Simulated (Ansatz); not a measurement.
# TiO2 (anatase type): optics runs under varied settings, part 2 of 2

Aim: run 3 optics inputs for TiO2 (anatase type) as typed, and read from each log whether it ends well.

Ansatz 0.2.0; plane waves, PAW; the settings change from run to run, as each input shows; no spin polarisation. The steps go on from the part before.

## (4) Input 3

File input.yaml:

```yaml
crystal:
  lattice:
    - [-1.888898814, 1.888898814, 4.7917154373]
    - [1.888898814, -1.888898814, 4.7917154373]
    - [1.888898814, 1.888898814, -4.7917154373]
  atoms:
    - { symbol: Ti, position: [0.75, 0.25, 0.5] }
    - { symbol: Ti, position: [0.0, 0.0, 0.0] }
    - { symbol: O, position: [0.5427139635, 0.0427139635, 0.5] }
    - { symbol: O, position: [0.7927139635, 0.7927139635, 0.0] }
    - { symbol: O, position: [0.2072860365, 0.2072860365, 0.0] }
    - { symbol: O, position: [0.9572860365, 0.4572860365, 0.5] }
kpoints:
  mp_grid: { grid: [6, 6, 6] }
hamiltonian:
  xc: pbesol
scf:
  occupations: { method: fixed }
output:
  optics:
    e_range: [0.5, 20]
    de: 0.1
    sigma: 0.03
    scissors: 2.5
    scheme: fermi_dirac
    bands: auto
```

Run with:

```
ansatz run input.yaml --threads 4 --pin off --max-ram 5529MiB --backend cpu --events-out ev --progress --plain --runs-dir out
```

What it wrote:

```text
Warning: RAYON_NUM_THREADS=4 ignored (pool sized by the plan → 4); use --threads N
basis.fft_grid_basis auto: the FFT boxes are laid along the combinations [[1, 0, 1], [0, 1, 1], [0, 0, 1]] of the cell's own vectors, 3.778, 3.778 and 5.486 Å long. The dense box has 27×27×40 points. Along the cell's own vectors, as sized, it would have 40×40×40, 2.19 times as many. Of the 16 symmetry operations that the crystal satisfies within crystal.symmetry.tolerance (time reversal apart; of a slab, those that keep its plane) the dense box along the cell's own vectors carries 16, and the one as laid loses 14 of those. basis.fft_grid_basis: typed keeps the cell's own vectors: state it where this run's energies or levels are differenced outside the engine with another run's, or held beside a run that keeps those vectors.
Engine: ansatz 0.2.0, aarch64-unknown-linux-gnu
Pseudopotentials: kind: paw
Pseudopotential: Ti, paw, valence charge 12, recommended cutoff 420 eV (normal), Ti.paw.azcp
Pseudopotential: O, paw, valence charge 6, recommended cutoff 420 eV (normal), O.paw.azcp
Functional definition: PBEsol
  exchange = pbesol_x
  correlation = pbesol_c
Crystal: 6 atoms, lattice volume = 68.386 Å³
Basis set: ecut = 420 eV, 1317 PW (Γ), FFT grids on a1+a3, a2+a3, a3
Bands: 30, of which v1, the nominal top of the filled ones, is band 24 counted from 1 (23 counted from 0)
Symmetry: 16 space group operations
Space group: I41/amd (ITA 141), of the structure as read, at distance tolerance 4.1e-5 Å
k-points: 30 of 216
Non-local potential: Ti, projectors of the file, l = 0: 3, l = 1: 2, l = 2: 3, l = 3: 1
Non-local potential: O, projectors of the file, l = 0: 2, l = 1: 2, l = 2: 1
PAW form: soft (Blöchl's): semilocal exchange-correlation on the pseudo side does not see the compensation charge
PAW frozen core: Ti, regenerated for the run's functional, and the local potential with it (the file was generated under x = pbe(κ = 0.804, μ = 0.2195149727645171), c = pbe(β = 0.06672455060314922))
PAW frozen core: O, regenerated for the run's functional, and the local potential with it (the file was generated under x = pbe(κ = 0.804, μ = 0.2195149727645171), c = pbe(β = 0.06672455060314922))
PAW one-centre angular grid: Ti, 590 points (default); XC on 64 Gauss nodes
PAW one-centre angular grid: O, 110 points (default); XC on 64 Gauss nodes
Initial density: superposition of atomic densities (neutral atoms: chi_scale 0, normalization atom), corrected by the library's trained network
Initial wavefunctions: pseudopotential atomic-orbital guess
Functional: x = pbesol(κ = 0.804, μ = 0.12345679012345678), c = pbesol(β = 0.046)
SCF iter   1: F=—  HF=-7199.762634 eV  |F-HF|=—  |Δ(HF+E_count)|=         —  Δρ=1.62e-2  dr2=1.38e-1  ethr=1.77e-3  ⟨swp⟩=3.6  Hψ=3335  notcnv=0  defer=68
preconditioner: auto → none  [insulator: Δε(μ)=2.003 eV  Ē_g=9.547 eV  n_scr=14 (ndim 8)  ℏωp=25.4 eV  f_vac=0.103  ε∞_Penn≈8.1]
SCF iter   2: F=—  HF=-7199.768200 eV  |F-HF|=—  |Δ(HF+E_count)|=   5.57e-3  Δρ=1.70e-2  dr2=1.93e-1  ethr=2.87e-4  ⟨swp⟩=2.0  Hψ=1681  notcnv=0  defer=114
SCF iter   3: F=—  HF=-7199.730981 eV  |F-HF|=—  |Δ(HF+E_count)|=   3.72e-2  Δρ=2.20e-3  dr2=1.77e-3  ethr=2.87e-4  ⟨swp⟩=2.0  Hψ=1284  notcnv=0  defer=107
SCF iter   4: F=—  HF=-7199.730974 eV  |F-HF|=—  |Δ(HF+E_count)|=   6.51e-6  Δρ=6.91e-4  dr2=9.35e-5  ethr=3.69e-6  ⟨swp⟩=2.0  Hψ=1570  notcnv=0  defer=120
SCF iter   5: F=—  HF=-7199.731074 eV  |F-HF|=—  |Δ(HF+E_count)|=   9.94e-5  Δρ=1.48e-4  dr2=1.53e-5  ethr=1.95e-7  ⟨swp⟩=2.3  Hψ=1402  notcnv=0  defer=63
SCF iter   6: F=—  HF=-7199.731065 eV  |F-HF|=—  |Δ(HF+E_count)|=   8.25e-6  Δρ=1.54e-5  dr2=5.22e-8  ethr=3.19e-8  ⟨swp⟩=2.7  Hψ=1650  notcnv=0  defer=51
SCF iter   7: F=—  HF=-7199.731070 eV  |F-HF|=—  |Δ(HF+E_count)|=   5.01e-6  Δρ=1.80e-6  dr2=9.32e-10  ethr=1.09e-10  ⟨swp⟩=2.0  Hψ=1361  notcnv=0  defer=51
SCF iter   8: F=—  HF=-7199.731071 eV  |F-HF|=—  |Δ(HF+E_count)|=  9.56e-10  Δρ=4.01e-7  dr2=8.23e-11  ethr=1.94e-12  ⟨swp⟩=2.0  Hψ=1329  notcnv=0  defer=51
SCF iter   9: F=-7199.731071 eV  HF=-7199.731071 eV  |F-HF|=4.55e-12  |Δ(HF+E_count)|=  3.73e-11  Δρ=3.98e-8  dr2=8.57e-13  ethr=1.00e-12  ⟨swp⟩=8.7  Hψ=2910  notcnv=0
SCF 1 converged in 9 iterations: F = -7199.731071 eV  dr2 = 8.57e-13
NSCF: frozen V_eff on 30 k-points
Optics k sum: 0 of 30 k-points
[...]
NSCF: frozen V_eff on 1 k-points
NSCF: frozen V_eff on 1 k-points
NSCF: frozen V_eff on 1 k-points
output.optics: what the bands over the 102 summed would add to eps1, eps2 and the energy-loss function is held between a lower and an upper bound (6 Lanczos steps). eps1, eps2 and their loss function (loss_summed_bands) are given on every row as the summed bands alone make them. Along an axis, on a row where the two bounds hold the loss function to about 1 % of the greater of itself and 0.5 % of |1/eps|, its cell (loss_completed) is given, with the completed eps1 and eps2 that it is formed of (a cell that is left empty reads nan in the table and null in the record). The two bounds hold it so along every axis on all 196 rows up to 20.000 eV. Under auto the run first worked up to 40.495 eV and, since the loss function's greatest value, with its upper flank down to half of it, did not stand under that energy, then up to 44.750 eV. The run works to bound the rows up to 44.750 eV and no higher ones: a peak of the loss function over that energy may be left empty with no warning. To have the run work for it, set output.optics.bands.spectra_wanted_up_to to a higher energy. perfect_screening_sum, loss_f_sum_n_eff and, beside carriers, perfect_screening_limit are those of loss_summed_bands: over the bounded function the two sums would run over rows that are not all bounded, and lack what the bands left out lay past the top of the energy grid. Bounded is said of the bands left out alone, which are those that the basis at basis.ecutwfc holds: it says nothing of that cutoff, of the k-point mesh, of what the sum inside its cells errs by (eps2_relative_error), of the factors of all_electron_strengths, nor of how far the SCF is converged. The bands left out are taken at the k-points, and what their mean over the points' cells stands off that by is in neither bound: the run's estimate of it, which the test of a row counts in, is 0.02 % of |eps| at the most among the values given; where the mean stood off by over 0.5 % the points' spread read 0.1 to 3 times that
SCF converged after 9 iterations
Free energy (F): -7199.731071 eV
Harris-Foulkes:  -7199.731071 eV  (|F-HF|=4.55e-12)
Internal energy: -7199.731071 eV  (E = F + TS)
E sigma→0 (E₀):  -7199.731071 eV
Fermi energy:    7.107902 eV
--- Per-component energies (eV) ---
  E_band       = -460.205699
  E_kinetic    = 1244.027227
  E_local      = -3573.806970  (includes V_loc(G=0)·N_el)
  E_nonlocal   = 200.251918
  E_hartree    = 1381.894737
  E_xc         = -486.706730
  E_vxc        = -619.488160  (∫ρ·V_xc dr)
  E_paw        = -2648.836236  (= ΣΔE_a)
  E_vpaw       = -474.989171  (= ΣTr[D̂ρ^β])
  E_aug_tail   = 0.009999  (compensation charges beyond the density's cutoff)
  E_ewald      = -3316.984936
  E_core_change = 0.419920  (= ΣΔE_core)
  E_smearing   = -0.000000  (= −TS)
  E_closure    = -0.000000  (closes the sum)
  Σ components = -7199.731071   (vs F -7199.731071, Δ=0.00e0)
--- Band table (eV; the first three rows and the last of 30) ---
  k-point 0: bands = ["-48.9099", "-48.8492", "-25.5056", "-25.2648", "-25.2648", "-25.1934", "-25.1934", "-25.1035", "-10.4196", "-9.3708", "-9.2429", "-8.8851", "3.1759", "3.2973", "3.2973", "3.6824", "5.0720", "5.0720", "5.1387", "6.3785", "6.3822", "6.3822", "6.6975", "6.6975", "9.2601", "9.9977", "11.1955", "11.1955", "11.2137", "11.2137"]
  k-point 1: bands = ["-48.9047", "-48.8522", "-25.5026", "-25.3114", "-25.2812", "-25.2210", "-25.1928", "-25.0978", "-10.1565", "-9.2154", "-9.1313", "-8.8111", "2.8281", "3.0226", "3.1201", "3.7366", "4.6007", "5.1465", "5.3005", "5.6371", "5.8097", "5.9683", "6.5027", "6.9177", "10.0953", "10.2245", "10.4299", "10.8687", "10.8915", "11.2302"]
  k-point 2: bands = ["-48.8915", "-48.8612", "-25.4938", "-25.3983", "-25.3105", "-25.2775", "-25.1780", "-25.1086", "-9.5422", "-8.9535", "-8.8770", "-8.6786", "2.3971", "2.6881", "2.9313", "3.9247", "4.0485", "4.0609", "4.1939", "4.4994", "5.1237", "6.2240", "6.5510", "7.0545", "10.1900", "10.4778", "10.6432", "10.9687", "11.4969", "11.8072"]
  k-point 29: bands = ["-48.8796", "-48.8796", "-25.3082", "-25.3082", "-25.2885", "-25.2885", "-25.1693", "-25.1693", "-9.8286", "-9.8286", "-9.1557", "-9.1557", "3.3822", "3.3822", "3.4334", "3.4334", "5.0888", "5.0888", "5.7956", "5.7956", "5.8982", "5.8982", "7.0504", "7.0504", "9.6158", "9.6158", "10.9473", "10.9473", "11.4728", "11.4728"]
```

Wall time 41 s (4 threads of Arm Neoverse V2, shared host); peak memory 1.2 GiB.

From the head of optics.tsv:

```
# eps_inf(xx yy zz) = 5.170936 5.170936 4.991161
# eps_inf_bands = all
# eps_inf_summed_bands(xx yy zz) = 5.149569 5.149569 4.969008
# eps_inf_completed(xx yy zz) = 5.170936 5.170936 4.991161
# eps2_relative_error = 0.0020
# eps_inf_relative_error = 0.0037
# f_sum_n_eff(xx yy zz) = 34.485676 34.485676 34.310480 of n_electrons = 48.000000
# n_bands = 102
# n_bands_set_by = photon_energy
# valid_up_to_ev = 56.368702
# least_direct_gap_ev = 2.437340e0 at k(fractional) = 0.333333 0.333333 -0.333333, k_point = 25, channel = 0, bands = 23 24 (counted from 0)
```

The dielectric function from optics.tsv (yy equals xx), one row in 10 (narrow peaks fall between the rows):

```
E (eV)  ε₂ xx  ε₂ zz  ε₁ xx  ε₁ zz
  4.60   0.00   0.00   8.12   7.17
  5.60   3.36   1.18  10.15  14.99
  6.60  10.49   8.83   6.44   8.30
  7.60   9.19   2.87   0.94   2.93
  8.60   3.68   3.64   1.52   3.72
  9.60   7.13   9.58  -0.18   8.23
 10.60   4.21   6.72  -2.15  -3.70
 11.60   3.04   6.61  -0.11  -3.25
 12.60   1.63   1.32  -0.61  -2.31
 13.60   1.26   0.54  -0.11  -0.92
 14.60   1.19   0.49   0.07   0.02
 15.60   1.02   0.92   0.60   0.94
 16.60   1.01   1.02   0.76   0.71
 17.60   1.09   0.80   0.98   0.42
 18.60   1.27   0.84   0.96   0.82
 19.60   1.18   1.04   0.78   0.80
```

Tallest peaks of ε₂ (mean of the periodic axes): 9.8 at 6.20 eV, 11.8 at 6.70 eV, 9.0 at 9.80 eV.

## (5) Summary

What follows sums up all 2 parts.

```tsv
input	settings	ended	result	fault	time
1	r2SCAN, 1×1×1, fermi-dirac width 0.4 eV, scissors 0 eV	converged	ε∞ 8.50 (xx, yy), 7.57 (zz); tallest peak of ε₂: 8.6 at 3.80 eV	the mesh is a single k point	13 s
2	PBEsol, 6×6×6, gaussian width 0.15 eV, scissors 0.6 eV	converged	ε∞ 6.42 (xx, yy), 6.10 (zz); tallest peak of ε₂: 10.6 at 4.80 eV		32 s
3	PBEsol, 6×6×6, fermi-dirac width 0.03 eV, scissors 2.5 eV	converged	ε∞ 5.17 (xx, yy), 4.99 (zz); tallest peak of ε₂: 11.8 at 6.70 eV		41 s
```

**Reading.** 3 converged. Among the runs without a faulty setting ε∞ spans 5.11 (PBEsol, scissors 2.5 eV) to 6.32 (PBEsol, scissors 0.6 eV); the larger shift screens less. These numbers test the settings; they aren't properties of the solid.
